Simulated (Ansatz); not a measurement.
# Band structure of CoO

```
Co O
1.0
     0.00000    2.13150    2.13150
     2.13150    0.00000    2.13150
     2.13150    2.13150    0.00000
Co O
1 1
Direct
  0.00000 0.00000 0.00000
  0.50000 0.50000 0.50000
```

Atoms are numbered in the order listed.

The conventional cell has a = 4.263 Å, b = 4.263 Å, c = 4.263 Å, α = 90.00°, β = 90.00°, γ = 90.00°. Co (atom 1) has 6 O at 2.13 Å as nearest neighbours. Around O (atom 2) lie 6 Co at 2.13 Å.

The cell comes from COD entry 1533087, which wasn't checked; take it as a given geometry.

Semilocal functionals without U often leave such compounds metallic or with too small a gap, and the real magnetic order may differ.

Other magnetic orders may lie lower; this is the state that the run reached.

Level of theory: DFT, PBEsol, all-electron LAPW, scalar-relativistic in Ansatz 0.2.0.

The runs use a Γ-centred 16×16×16 k mesh, Fermi–Dirac smearing of 0.05 eV, basis error target 0.5 meV/atom, spin-polarised from start moments Co1 2 μB, ending with a cell moment of 2.96 μB.

Points in fractions of the reciprocal vectors of this cell: Γ (0, 0, 0), X (0.5, 0, 0.5), U (0.625, 0.25, 0.625), K (0.375, 0.375, 0.75), L (0.5, 0.5, 0.5), W (0.5, 0.25, 0.75). The path joins them by straight lines in the order Γ–X–U–K–Γ–L–W–X; legs that retrace an earlier one aren't tabulated. Energies are in eV from the Fermi level.

(1) List the spin-down levels at Γ between -8 and 6 eV.

(2) List the spin-up levels at X between -8 and 6 eV.

(3) List the spin-up levels at K between -8 and 6 eV.

(4) What is the band gap?

Answers

(1) -2.65 (×3), -1.11 (×3), -0.09 (×2), 1.32.

(2) -6.98, -4.48 (×2), -4.04, -2.98, -2.46, -2.14 (×2), 5.59.

(3) -6.67, -6.47, -5.53, -3.03, -2.27, -2.11, -2.01, -1.37.

(4) None at this level of theory (metallic, semimetallic, or a small gap that the functional closes).
